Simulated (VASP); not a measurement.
Crystal: GaN.

```xyz
4
Lattice="3.1800 0.0000 0.0000 -1.5900 2.7540 0.0000 0.0000 0.0000 5.1660" Properties=species:S:1:pos:R:3 pbc="T T T"
Ga    0.0000    1.8360    0.0000
Ga    1.5900    0.9180    2.5830
N     0.0000    1.8360    1.9373
N     1.5900    0.9180    4.5203
```

| Item | Value |
| --- | --- |
| Program | VASP 6.6.1 |
| Task | relaxation of cell and atoms |
| Functional | LDA |
| Potentials or basis | VASP PAW LDA potentials, release 64 (Ga_d, N) |
| Cutoff | 600 eV |
| k mesh | 12 × 12 × 5 |
| Occupations | gaussian, width 0.03 eV |
| Spin | no spin polarisation |

At the start: pressure -3.5 GPa; volume 11.31 Å³/atom.

Where does the relaxation end?

Over 3 steps the energy falls by 2.7 meV/atom and the volume is 11.10 Å³/atom (-1.8 %); space group P6_3mc (No. 186, to 0.05 Å).

The path:
| step | energy change (eV) | largest force (eV/Å) | pressure (GPa) | volume (Å³) |
| --- | --- | --- | --- | --- |
| 1 | 0.0000 | 0.1277 | -3.52 | 45.24 |
| 2 | -0.0003 | 0.1151 | 3.81 | 43.63 |
| 3 | -0.0109 | 0.0097 | 0.01 | 44.42 |

Final structure:
```
Ga N
1.0
     3.15658    0.00000    0.00000
    -1.57829    2.73368    0.00000
     0.00000    0.00000    5.14741
Ga N
2 2
Direct
  0.33333 0.66667 0.99940
  0.66667 0.33333 0.49940
  0.33333 0.66667 0.37560
  0.66667 0.33333 0.87560
```
